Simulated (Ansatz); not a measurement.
# Palladium, fcc under PBE: convergence with the plane-wave cutoff

Aim: find which plane-wave cutoff is enough for energy and pressure. The geometry was relaxed under PBE beforehand and stays fixed; 9 values are run, from 150 to 800 eV. Wanted are the values from which on the energy stays within 10 and 1 meV/atom, and the pressure within 0.5 GPa, of the last run. Within the series other settings stay, but some runs also write fields, which adds to their time. Spin polarisation is left out.

Computed with Ansatz 0.2.0 (DFT PBE, plane waves with PAW, scalar-relativistic, unless a step says otherwise).

## Step 1: The structure to begin with

Symmetry: Fm-3m, No. 225, cubic system. Conventional cell: a = 3.947 Å, b = 3.947 Å, c = 3.947 Å, α = 90.00°, β = 90.00°, γ = 90.00°. Around Pd (site symmetry m-3m) lie 12 Pd at 2.79 Å.

Coordinates:

```xyz
1
Lattice="0.0000 1.9735 1.9735 1.9735 0.0000 1.9735 1.9735 1.9735 0.0000" Properties=species:S:1:pos:R:3 pbc="T T T"
Pd    0.0000    0.0000    0.0000
```

## Step 2: A run at the usual settings, for scale

Input file input.yaml:

```yaml
crystal:
  lattice:
    - [0.0, 1.9734737307, 1.9734737307]
    - [1.9734737307, 0.0, 1.9734737307]
    - [1.9734737307, 1.9734737307, 0.0]
  atoms:
    - { symbol: Pd, position: [0.0, 0.0, 0.0] }
hamiltonian:
  xc: pbe
  pseudopotentials:
    kind: paw
    azcp:
      Pd: "pseudopotentials/Pd.paw.azcp"
basis:
  ecutwfc: 420
  fft_grid_basis: typed
kpoints:
  mp_grid: { grid: [22, 22, 22], shift: [0, 0, 0] }
magnetization:
  spin_polarized: false
scf:
  occupations: { method: fermi_dirac, width: 0.1 }
  lower_state_search: "off"
output:
  stress: true
```

Run with:

```sh
> ansatz run input.yaml --threads 1 --pin off --max-ram 3584MiB --backend cpu --events-out ev --progress --plain --runs-dir out
```

What it wrote, shortened:

```text
[...]
Pseudopotentials: kind: paw
Pseudopotential: Pd, paw, valence charge 18, recommended cutoff 420 eV (normal), <dir>
Functional definition: PBE
[...]
Crystal: 1 atoms, lattice volume = 15.372 Å³
Basis set: ecut = 420 eV, 307 PW (Γ)
Bands: 13, of which v1, the nominal top of the filled ones, is band 9 counted from 1 (8 counted from 0)
Symmetry: 48 space group operations
Space group: Fm-3m (ITA 225), of the structure as read, at distance tolerance 2.5e-5 Å
k-points: 328 of 10648
[...]
SCF iter   1: F=—  HF=-6972.884844 eV  |F-HF|=—  |Δ(HF+E_count)|=         —  Δρ=3.32e-3  dr2=1.13e-3  ethr=1.77e-3  ⟨swp⟩=5.0  Hψ=24753  notcnv=0
[...]
SCF iter   6: F=-6972.884790 eV  HF=-6972.884790 eV  |F-HF|=6.55e-11  |Δ(HF+E_count)|=  2.13e-10  Δρ=1.60e-6  dr2=1.39e-10  ethr=1.67e-11  ⟨swp⟩=2.0  Hψ=11211  notcnv=0
[...]
SCF converged after 6 iterations
Free energy (F): -6972.884790 eV
[...]
E sigma→0 (E₀):  -6972.851319 eV
Entropy (-TS):   -0.066942 eV (-66.942 meV/atom)
Fermi energy:    18.770852 eV
[...]
--- Stress (GPa, compression-positive) ---
       -0.139813       0.000000      -0.000000
        0.000000      -0.139813       0.000000
        0.000000      -0.000000      -0.139813
  P = ⅓ Tr σ = -0.1398 GPa (-1.398 kbar)
```

Wall time 3.9 s (1 thread of Intel Xeon Platinum 8259CL at 2.50GHz (Skylake/Cascade Lake), shared host); peak memory 0.52 GiB.

## Step 3: Cutoff 150 eV

The run at 150 eV.

Changes to input.yaml since step 2:

```diff
@@ -14,6 +14,6 @@
 basis:
-  ecutwfc: 420
+  ecutwfc: 150
   fft_grid_basis: typed
 kpoints:
-  mp_grid: { grid: [22, 22, 22], shift: [0, 0, 0] }
+  mp_grid: { grid: [14, 14, 14], shift: [0, 0, 0] }
 magnetization:
```

Run with:

```sh
> ansatz run input.yaml --threads 1 --pin off --max-ram 3584MiB --backend cpu --events-out ev --progress --plain --runs-dir out
```

What it wrote, shortened:

```text
Warning: basis.ecutwfc = 150 eV is below the records' recommended 420 eV, and the density's cutoff is lower with it unless basis.ecutrho_ratio is high enough to keep the records' density cutoff: compare with a run at a higher cutoff
[...]
Pseudopotentials: kind: paw
Pseudopotential: Pd, paw, valence charge 18, recommended cutoff 420 eV (normal), <dir>
Functional definition: PBE
[...]
Crystal: 1 atoms, lattice volume = 15.372 Å³
Basis set: ecut = 150 eV, 59 PW (Γ)
Bands: 13, of which v1, the nominal top of the filled ones, is band 9 counted from 1 (8 counted from 0)
Symmetry: 48 space group operations
Space group: Fm-3m (ITA 225), of the structure as read, at distance tolerance 2.5e-5 Å
k-points: 104 of 2744
[...]
SCF iter   1: F=—  HF=-6928.536752 eV  |F-HF|=—  |Δ(HF+E_count)|=         —  Δρ=5.26e-1  dr2=2.85e1  ethr=1.77e-3  ⟨swp⟩=4.2  Hψ=6122  notcnv=0
[...]
SCF iter   7: F=-6914.725039 eV  HF=-6914.725039 eV  |F-HF|=1.55e-11  |Δ(HF+E_count)|=   2.41e-8  Δρ=9.44e-7  dr2=1.17e-10  ethr=5.42e-10  ⟨swp⟩=2.0  Hψ=4097  notcnv=0
[...]
SCF converged after 7 iterations
Free energy (F): -6914.725039 eV
[...]
E sigma→0 (E₀):  -6914.707384 eV
Entropy (-TS):   -0.035310 eV (-35.310 meV/atom)
Fermi energy:    18.204278 eV
[...]
--- Stress (GPa, compression-positive) ---
     -116.977897       0.000000       0.000000
        0.000000    -116.977897      -0.000000
       -0.000000      -0.000000    -116.977897
  P = ⅓ Tr σ = -116.9779 GPa (-1169.779 kbar)
```

It took 1.3 s on 1 thread of Intel Xeon Platinum 8259CL at 2.50GHz (Skylake/Cascade Lake), shared host; peak memory 0.43 GiB.

## Step 4: Cutoff 200 eV

The run at 200 eV.

Changes to input.yaml since step 3:

```diff
@@ -14,3 +14,3 @@
 basis:
-  ecutwfc: 150
+  ecutwfc: 200
   fft_grid_basis: typed
```

Run with:

```sh
> ansatz run input.yaml --threads 1 --pin off --max-ram 3584MiB --backend cpu --events-out ev --progress --plain --runs-dir out
```

What it wrote, shortened:

```text
Warning: basis.ecutwfc = 200 eV is below the records' recommended 420 eV, and the density's cutoff is lower with it unless basis.ecutrho_ratio is high enough to keep the records' density cutoff: compare with a run at a higher cutoff
[...]
Pseudopotentials: kind: paw
Pseudopotential: Pd, paw, valence charge 18, recommended cutoff 420 eV (normal), <dir>
Functional definition: PBE
[...]
Crystal: 1 atoms, lattice volume = 15.372 Å³
Basis set: ecut = 200 eV, 113 PW (Γ)
Bands: 13, of which v1, the nominal top of the filled ones, is band 9 counted from 1 (8 counted from 0)
Symmetry: 48 space group operations
Space group: Fm-3m (ITA 225), of the structure as read, at distance tolerance 2.5e-5 Å
k-points: 104 of 2744
[...]
SCF iter   1: F=—  HF=-6961.931625 eV  |F-HF|=—  |Δ(HF+E_count)|=         —  Δρ=1.80e-1  dr2=2.64e0  ethr=1.77e-3  ⟨swp⟩=5.0  Hψ=6378  notcnv=0
[...]
SCF iter   7: F=-6960.819096 eV  HF=-6960.819096 eV  |F-HF|=2.83e-10  |Δ(HF+E_count)|=   2.46e-9  Δρ=1.59e-6  dr2=4.10e-10  ethr=7.16e-11  ⟨swp⟩=1.5  Hψ=3826  notcnv=0
[...]
SCF converged after 7 iterations
Free energy (F): -6960.819096 eV
[...]
E sigma→0 (E₀):  -6960.786562 eV
Entropy (-TS):   -0.065069 eV (-65.069 meV/atom)
Fermi energy:    18.532106 eV
[...]
--- Stress (GPa, compression-positive) ---
        2.158087       0.000000       0.000000
        0.000000       2.158087       0.000000
        0.000000       0.000000       2.158087
  P = ⅓ Tr σ = 2.1581 GPa (21.581 kbar)
```

Run time: 1.2 s. Hardware: 1 thread of Intel Xeon Platinum 8259CL at 2.50GHz (Skylake/Cascade Lake), shared host; peak memory 0.43 GiB.

## Step 5: Cutoff 250 eV

The run at 250 eV.

Changes to input.yaml since step 4:

```diff
@@ -14,3 +14,3 @@
 basis:
-  ecutwfc: 200
+  ecutwfc: 250
   fft_grid_basis: typed
```

Run with:

```sh
> ansatz run input.yaml --threads 1 --pin off --max-ram 3584MiB --backend cpu --events-out ev --progress --plain --runs-dir out
```

What it wrote, shortened:

```text
Warning: basis.ecutwfc = 250 eV is below the records' recommended 420 eV, and the density's cutoff is lower with it unless basis.ecutrho_ratio is high enough to keep the records' density cutoff: compare with a run at a higher cutoff
[...]
Pseudopotentials: kind: paw
Pseudopotential: Pd, paw, valence charge 18, recommended cutoff 420 eV (normal), <dir>
Functional definition: PBE
[...]
Crystal: 1 atoms, lattice volume = 15.372 Å³
Basis set: ecut = 250 eV, 137 PW (Γ)
Bands: 13, of which v1, the nominal top of the filled ones, is band 9 counted from 1 (8 counted from 0)
Symmetry: 48 space group operations
Space group: Fm-3m (ITA 225), of the structure as read, at distance tolerance 2.5e-5 Å
k-points: 104 of 2744
[...]
SCF iter   1: F=—  HF=-6971.180062 eV  |F-HF|=—  |Δ(HF+E_count)|=         —  Δρ=4.77e-2  dr2=1.45e-1  ethr=1.77e-3  ⟨swp⟩=5.0  Hψ=6937  notcnv=0
[...]
SCF iter   6: F=-6971.123570 eV  HF=-6971.123570 eV  |F-HF|=5.82e-10  |Δ(HF+E_count)|=   5.46e-8  Δρ=2.83e-6  dr2=1.18e-9  ethr=3.64e-10  ⟨swp⟩=1.9  Hψ=4445  notcnv=0
[...]
SCF converged after 6 iterations
Free energy (F): -6971.123570 eV
[...]
E sigma→0 (E₀):  -6971.088743 eV
Entropy (-TS):   -0.069655 eV (-69.655 meV/atom)
Fermi energy:    18.723334 eV
[...]
--- Stress (GPa, compression-positive) ---
        2.599006       0.000000      -0.000000
       -0.000000       2.599006       0.000000
       -0.000000       0.000000       2.599006
  P = ⅓ Tr σ = 2.5990 GPa (25.990 kbar)
```

It took 1.5 s on 1 thread of Intel Xeon Platinum 8259CL at 2.50GHz (Skylake/Cascade Lake), shared host; peak memory 0.44 GiB.

## Step 6: Cutoff 300 eV

The run at 300 eV.

Changes to input.yaml since step 5:

```diff
@@ -14,3 +14,3 @@
 basis:
-  ecutwfc: 250
+  ecutwfc: 300
   fft_grid_basis: typed
```

Run with:

```sh
> ansatz run input.yaml --threads 1 --pin off --max-ram 3584MiB --backend cpu --events-out ev --progress --plain --runs-dir out
```

What it wrote, shortened:

```text
Warning: basis.ecutwfc = 300 eV is below the records' recommended 420 eV, and the density's cutoff is lower with it unless basis.ecutrho_ratio is high enough to keep the records' density cutoff: compare with a run at a higher cutoff
[...]
Pseudopotentials: kind: paw
Pseudopotential: Pd, paw, valence charge 18, recommended cutoff 420 eV (normal), <dir>
Functional definition: PBE
[...]
Crystal: 1 atoms, lattice volume = 15.372 Å³
Basis set: ecut = 300 eV, 169 PW (Γ)
Bands: 13, of which v1, the nominal top of the filled ones, is band 9 counted from 1 (8 counted from 0)
Symmetry: 48 space group operations
Space group: Fm-3m (ITA 225), of the structure as read, at distance tolerance 2.5e-5 Å
k-points: 104 of 2744
[...]
SCF iter   1: F=—  HF=-6972.696771 eV  |F-HF|=—  |Δ(HF+E_count)|=         —  Δρ=1.05e-2  dr2=4.13e-3  ethr=1.77e-3  ⟨swp⟩=5.0  Hψ=7586  notcnv=0
[...]
SCF iter   6: F=-6972.695807 eV  HF=-6972.695807 eV  |F-HF|=2.60e-9  |Δ(HF+E_count)|=   3.71e-8  Δρ=7.88e-6  dr2=2.39e-9  ethr=4.66e-10  ⟨swp⟩=2.1  Hψ=4082  notcnv=0
[...]
SCF converged after 6 iterations
Free energy (F): -6972.695807 eV
[...]
E sigma→0 (E₀):  -6972.660010 eV
Entropy (-TS):   -0.071593 eV (-71.593 meV/atom)
Fermi energy:    18.740692 eV
[...]
--- Stress (GPa, compression-positive) ---
       -0.677102      -0.000000       0.000000
        0.000000      -0.677102      -0.000000
       -0.000000       0.000000      -0.677102
  P = ⅓ Tr σ = -0.6771 GPa (-6.771 kbar)
```

Wall time 1.7 s (1 thread of Intel Xeon Platinum 8259CL at 2.50GHz (Skylake/Cascade Lake), shared host); peak memory 0.45 GiB.

## Step 7: Cutoff 350 eV

The run at 350 eV.

Changes to input.yaml since step 6:

```diff
@@ -14,3 +14,3 @@
 basis:
-  ecutwfc: 300
+  ecutwfc: 350
   fft_grid_basis: typed
```

Run with:

```sh
> ansatz run input.yaml --threads 1 --pin off --max-ram 3584MiB --backend cpu --events-out ev --progress --plain --runs-dir out
```

What it wrote, shortened:

```text
Warning: basis.ecutwfc = 350 eV is below the records' recommended 420 eV, and the density's cutoff is lower with it unless basis.ecutrho_ratio is high enough to keep the records' density cutoff: compare with a run at a higher cutoff
[...]
Pseudopotentials: kind: paw
Pseudopotential: Pd, paw, valence charge 18, recommended cutoff 420 eV (normal), <dir>
Functional definition: PBE
[...]
Crystal: 1 atoms, lattice volume = 15.372 Å³
Basis set: ecut = 350 eV, 259 PW (Γ)
Bands: 13, of which v1, the nominal top of the filled ones, is band 9 counted from 1 (8 counted from 0)
Symmetry: 48 space group operations
Space group: Fm-3m (ITA 225), of the structure as read, at distance tolerance 2.5e-5 Å
k-points: 104 of 2744
[...]
SCF iter   1: F=—  HF=-6972.870881 eV  |F-HF|=—  |Δ(HF+E_count)|=         —  Δρ=3.41e-3  dr2=9.62e-4  ethr=1.77e-3  ⟨swp⟩=5.0  Hψ=7722  notcnv=0
[...]
SCF iter   6: F=-6972.870805 eV  HF=-6972.870805 eV  |F-HF|=4.33e-9  |Δ(HF+E_count)|=   3.19e-8  Δρ=8.15e-6  dr2=7.18e-9  ethr=5.56e-10  ⟨swp⟩=3.2  Hψ=3701  notcnv=0
[...]
SCF converged after 6 iterations
Free energy (F): -6972.870805 eV
[...]
E sigma→0 (E₀):  -6972.835004 eV
Entropy (-TS):   -0.071603 eV (-71.603 meV/atom)
Fermi energy:    18.761855 eV
[...]
--- Stress (GPa, compression-positive) ---
       -0.106179      -0.000000       0.000000
       -0.000000      -0.106179       0.000000
        0.000000       0.000000      -0.106179
  P = ⅓ Tr σ = -0.1062 GPa (-1.062 kbar)
```

Wall time 1.2 s (1 thread of Intel Xeon Platinum 8259CL at 2.50GHz (Skylake/Cascade Lake), shared host); peak memory 0.45 GiB.

## Step 8: Cutoff 420 eV

The run at 420 eV.

Changes to input.yaml since step 7:

```diff
@@ -14,3 +14,3 @@
 basis:
-  ecutwfc: 350
+  ecutwfc: 420
   fft_grid_basis: typed
@@ -25 +25,5 @@
   stress: true
+  write_density: true
+  write_potential: true
+  elf: true
+  volumetric_format: npy
```

Run with:

```sh
> ansatz run input.yaml --threads 1 --pin off --max-ram 3584MiB --backend cpu --events-out ev --progress --plain --runs-dir out
```

What it wrote, shortened:

```text
[...]
Pseudopotentials: kind: paw
Pseudopotential: Pd, paw, valence charge 18, recommended cutoff 420 eV (normal), <dir>
Functional definition: PBE
[...]
Crystal: 1 atoms, lattice volume = 15.372 Å³
Basis set: ecut = 420 eV, 307 PW (Γ)
Bands: 13, of which v1, the nominal top of the filled ones, is band 9 counted from 1 (8 counted from 0)
Symmetry: 48 space group operations
Space group: Fm-3m (ITA 225), of the structure as read, at distance tolerance 2.5e-5 Å
k-points: 104 of 2744
[...]
SCF iter   1: F=—  HF=-6972.881171 eV  |F-HF|=—  |Δ(HF+E_count)|=         —  Δρ=3.36e-3  dr2=1.10e-3  ethr=1.77e-3  ⟨swp⟩=5.0  Hψ=7817  notcnv=0
[...]
SCF iter   6: F=-6972.881130 eV  HF=-6972.881130 eV  |F-HF|=2.02e-10  |Δ(HF+E_count)|=  6.08e-10  Δρ=2.19e-6  dr2=3.91e-10  ethr=3.90e-11  ⟨swp⟩=5.0  Hψ=6117  notcnv=0
[...]
SCF converged after 6 iterations
Free energy (F): -6972.881130 eV
[...]
E sigma→0 (E₀):  -6972.845336 eV
Entropy (-TS):   -0.071588 eV (-71.588 meV/atom)
Fermi energy:    18.764773 eV
[...]
--- Stress (GPa, compression-positive) ---
       -0.021530      -0.000000       0.000000
        0.000000      -0.021530      -0.000000
       -0.000000       0.000000      -0.021530
  P = ⅓ Tr σ = -0.0215 GPa (-0.215 kbar)
--- Band table (eV; the first three rows and the last of 104) ---
  k-point 0: bands = ["-65.2620", "-30.7921", "-30.7921", "-30.7921", "11.8990", "16.0806", "16.0806", "16.0806", "17.5850", "17.5850", "35.7385", "40.2250", "40.2250"]
[...]
```

It took 2.2 s on 1 thread of Intel Xeon Platinum 8259CL at 2.50GHz (Skylake/Cascade Lake), shared host; peak memory 0.46 GiB.

## Step 9: Cutoff 500 eV

The run at 500 eV.

Changes to input.yaml since step 8:

```diff
@@ -14,3 +14,3 @@
 basis:
-  ecutwfc: 420
+  ecutwfc: 500
   fft_grid_basis: typed
```

Run with:

```sh
> ansatz run input.yaml --threads 1 --pin off --max-ram 3584MiB --backend cpu --events-out ev --progress --plain --runs-dir out
```

What it wrote, shortened:

```text
[...]
Pseudopotentials: kind: paw
Pseudopotential: Pd, paw, valence charge 18, recommended cutoff 420 eV (normal), <dir>
Functional definition: PBE
[...]
Crystal: 1 atoms, lattice volume = 15.372 Å³
Basis set: ecut = 500 eV, 387 PW (Γ)
Bands: 13, of which v1, the nominal top of the filled ones, is band 9 counted from 1 (8 counted from 0)
Symmetry: 48 space group operations
Space group: Fm-3m (ITA 225), of the structure as read, at distance tolerance 2.5e-5 Å
k-points: 104 of 2744
[...]
SCF iter   1: F=—  HF=-6972.883375 eV  |F-HF|=—  |Δ(HF+E_count)|=         —  Δρ=3.38e-3  dr2=1.04e-3  ethr=1.77e-3  ⟨swp⟩=5.0  Hψ=7846  notcnv=0
[...]
SCF iter   6: F=-6972.883317 eV  HF=-6972.883317 eV  |F-HF|=2.13e-10  |Δ(HF+E_count)|=   2.50e-9  Δρ=2.84e-6  dr2=5.33e-10  ethr=6.75e-11  ⟨swp⟩=5.0  Hψ=6372  notcnv=0
[...]
SCF converged after 6 iterations
Free energy (F): -6972.883317 eV
[...]
E sigma→0 (E₀):  -6972.847520 eV
Entropy (-TS):   -0.071595 eV (-71.595 meV/atom)
Fermi energy:    18.763587 eV
[...]
--- Stress (GPa, compression-positive) ---
       -0.047990      -0.000000      -0.000000
        0.000000      -0.047990      -0.000000
        0.000000      -0.000000      -0.047990
  P = ⅓ Tr σ = -0.0480 GPa (-0.480 kbar)
--- Band table (eV; the first three rows and the last of 104) ---
  k-point 0: bands = ["-65.2663", "-30.7952", "-30.7952", "-30.7952", "11.8980", "16.0800", "16.0800", "16.0800", "17.5841", "17.5841", "35.7360", "40.2198", "40.2198"]
[...]
```

Run time: 2.8 s. Hardware: 1 thread of Intel Xeon Platinum 8259CL at 2.50GHz (Skylake/Cascade Lake), shared host; peak memory 0.47 GiB.

## Step 10: Cutoff 600 eV

The run at 600 eV.

Changes to input.yaml since step 9:

```diff
@@ -14,3 +14,3 @@
 basis:
-  ecutwfc: 500
+  ecutwfc: 600
   fft_grid_basis: typed
@@ -25,5 +25 @@
   stress: true
-  write_density: true
-  write_potential: true
-  elf: true
-  volumetric_format: npy
```

Run with:

```sh
> ansatz run input.yaml --threads 1 --pin off --max-ram 3584MiB --backend cpu --events-out ev --progress --plain --runs-dir out
```

What it wrote, shortened:

```text
[...]
Pseudopotentials: kind: paw
Pseudopotential: Pd, paw, valence charge 18, recommended cutoff 420 eV (normal), <dir>
Functional definition: PBE
[...]
Crystal: 1 atoms, lattice volume = 15.372 Å³
Basis set: ecut = 600 eV, 531 PW (Γ)
Bands: 13, of which v1, the nominal top of the filled ones, is band 9 counted from 1 (8 counted from 0)
Symmetry: 48 space group operations
Space group: Fm-3m (ITA 225), of the structure as read, at distance tolerance 2.5e-5 Å
k-points: 104 of 2744
[...]
SCF iter   1: F=—  HF=-6972.883811 eV  |F-HF|=—  |Δ(HF+E_count)|=         —  Δρ=3.37e-3  dr2=9.84e-4  ethr=1.77e-3  ⟨swp⟩=5.0  Hψ=7874  notcnv=0
[...]
SCF iter   6: F=-6972.883743 eV  HF=-6972.883743 eV  |F-HF|=3.26e-10  |Δ(HF+E_count)|=   2.77e-9  Δρ=3.67e-6  dr2=6.38e-10  ethr=4.70e-11  ⟨swp⟩=1.1  Hψ=4081  notcnv=0
[...]
SCF converged after 6 iterations
Free energy (F): -6972.883743 eV
[...]
E sigma→0 (E₀):  -6972.847945 eV
Entropy (-TS):   -0.071596 eV (-71.596 meV/atom)
Fermi energy:    18.763340 eV
[...]
--- Stress (GPa, compression-positive) ---
       -0.054692      -0.000000       0.000000
       -0.000000      -0.054692       0.000000
        0.000000      -0.000000      -0.054692
  P = ⅓ Tr σ = -0.0547 GPa (-0.547 kbar)
```

Wall time 2.9 s (1 thread of Intel Xeon Platinum 8259CL at 2.50GHz (Skylake/Cascade Lake), shared host); peak memory 0.47 GiB.

## Step 11: Cutoff 800 eV

The run at 800 eV.

Changes to input.yaml since step 10:

```diff
@@ -14,3 +14,3 @@
 basis:
-  ecutwfc: 600
+  ecutwfc: 800
   fft_grid_basis: typed
```

Run with:

```sh
> ansatz run input.yaml --threads 1 --pin off --max-ram 3584MiB --backend cpu --events-out ev --progress --plain --runs-dir out
```

What it wrote, shortened:

```text
[...]
Pseudopotentials: kind: paw
Pseudopotential: Pd, paw, valence charge 18, recommended cutoff 420 eV (normal), <dir>
Functional definition: PBE
[...]
Crystal: 1 atoms, lattice volume = 15.372 Å³
Basis set: ecut = 800 eV, 749 PW (Γ)
Bands: 13, of which v1, the nominal top of the filled ones, is band 9 counted from 1 (8 counted from 0)
Symmetry: 48 space group operations
Space group: Fm-3m (ITA 225), of the structure as read, at distance tolerance 2.5e-5 Å
k-points: 104 of 2744
[...]
SCF iter   1: F=—  HF=-6972.884146 eV  |F-HF|=—  |Δ(HF+E_count)|=         —  Δρ=3.35e-3  dr2=9.75e-4  ethr=1.77e-3  ⟨swp⟩=5.0  Hψ=7896  notcnv=0
[...]
SCF iter   6: F=-6972.884038 eV  HF=-6972.884038 eV  |F-HF|=2.88e-10  |Δ(HF+E_count)|=   2.67e-9  Δρ=3.50e-6  dr2=5.78e-10  ethr=4.31e-11  ⟨swp⟩=1.0  Hψ=4081  notcnv=0
[...]
SCF converged after 6 iterations
Free energy (F): -6972.884038 eV
[...]
E sigma→0 (E₀):  -6972.848240 eV
Entropy (-TS):   -0.071596 eV (-71.596 meV/atom)
Fermi energy:    18.763253 eV
[...]
--- Stress (GPa, compression-positive) ---
       -0.060406       0.000000      -0.000000
        0.000000      -0.060406       0.000000
       -0.000000      -0.000000      -0.060406
  P = ⅓ Tr σ = -0.0604 GPa (-0.604 kbar)
```

It took 2.4 s on 1 thread of Intel Xeon Platinum 8259CL at 2.50GHz (Skylake/Cascade Lake), shared host; peak memory 0.51 GiB.

## Step 12: The series

Differences are taken from the run at 800 eV.

| cutoff (eV) | plane waves at Γ | E(σ → 0) (meV/atom) | P (GPa) | SCF cycles | CPU time |
| --- | --- | --- | --- | --- | --- |
| 150 | 59 | 58140.86 | -116.98 | 7 | 1.2 s |
| 200 | 113 | 12061.68 | 2.16 | 7 | 1.2 s |
| 250 | 137 | 1759.50 | 2.60 | 6 | 1.5 s |
| 300 | 169 | 188.23 | -0.68 | 6 | 1.7 s |
| 350 | 259 | 13.24 | -0.11 | 6 | 1.2 s |
| 420 | 307 | 2.90 | -0.02 | 6 | 2.2 s |
| 500 | 387 | 0.72 | -0.05 | 6 | 2.8 s |
| 600 | 531 | 0.30 | -0.05 | 6 | 2.9 s |
| 800 | 749 | 0.00 | -0.06 | 6 | 2.4 s |

## Step 13: Summary of results

| quantity | value |
| --- | --- |
| E(σ → 0) stays within 10 meV/atom of 800 eV | from 420 eV on |
| E(σ → 0) stays within 1 meV/atom | from 500 eV on |
| pressure stays within 0.5 GPa | from 350 eV on |
| pressure at 800 eV | -0.06 GPa |
| CPU time, dearest over cheapest | 2.4 |
| run at the usual settings (mesh 22×22×22 against the series' 14×14×14, 420 eV) | -3.1 meV/atom from 800 eV, -0.14 GPa |

**Reading.** At 150 eV the energy differs by +58141 meV/atom and the pressure by -116.9 GPa. Each step up in cutoff lowers the energy. 1 meV/atom is reached at 500 eV; energy differences often converge earlier, as errors cancel. The cell taken over is 4 % larger than the measured one (14.71 Å³/atom, COD).
